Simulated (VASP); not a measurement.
A run of VASP 6.6.1 is set up as follows.

File INCAR:

```
SYSTEM = ZnS
  PREC = Accurate
  ENCUT = 600
  EDIFF = 1E-6
  ISMEAR = -1
  SIGMA = 0.05
  LREAL = .False.
  LASPH = .True.
  NELM = 60
  ALGO = Normal
  ISIF = 3
  LWAVE = .False.
  LCHARG = .False.
  GGA = PE
  IBRION = 2
  NSW = 40
  EDIFFG = -0.01
```

File KPOINTS:

```
Automatic mesh
0
Gamma
  8 8 3
  0 0 0
```

POSCAR

```
ZnS
1.0
    3.8227000000      0.0000000000      0.0000000000
   -1.9113500000      3.3105553110      0.0000000000
    0.0000000000      0.0000000000     12.5200000000
Zn S
4 4
Direct
    0.6666666667      0.3333333333      0.7500000000
    0.3333333333      0.6666666667      0.2500000000
    0.0000000000      0.0000000000      0.5000000000
    0.0000000000      0.0000000000      0.0000000000
    0.6666666667      0.3333333333      0.9375000000
    0.3333333333      0.6666666667      0.4375000000
    0.0000000000      0.0000000000      0.6875000000
    0.0000000000      0.0000000000      0.1875000000
```

Potentials or basis: VASP PAW PBE potentials, release 64 (Zn, S).

Run with:

```console
$ cat potpaw_PBE.64/Zn/POTCAR potpaw_PBE.64/S/POTCAR > POTCAR
$ mpirun -np 1 vasp_std > vasp.out
```

Q: Estimate the space group after relaxing (to 0.05 Å).

A: P6_3mc (No. 186).

Q: Predict the band gap on the k mesh.

A: 2.04 eV, direct.

Forces on the atoms (eV/Å):
```
Zn   0.000  0.000  0.001
Zn   0.000  0.000  0.001
Zn   0.000  0.000  0.002
Zn   0.000  0.000  0.002
S    0.000  0.000  0.006
S    0.000  0.000  0.006
S    0.000  0.000 -0.008
S    0.000  0.000 -0.008
```

Caveat: an odd mesh through Γ misses points on the zone boundary, where band edges often lie.
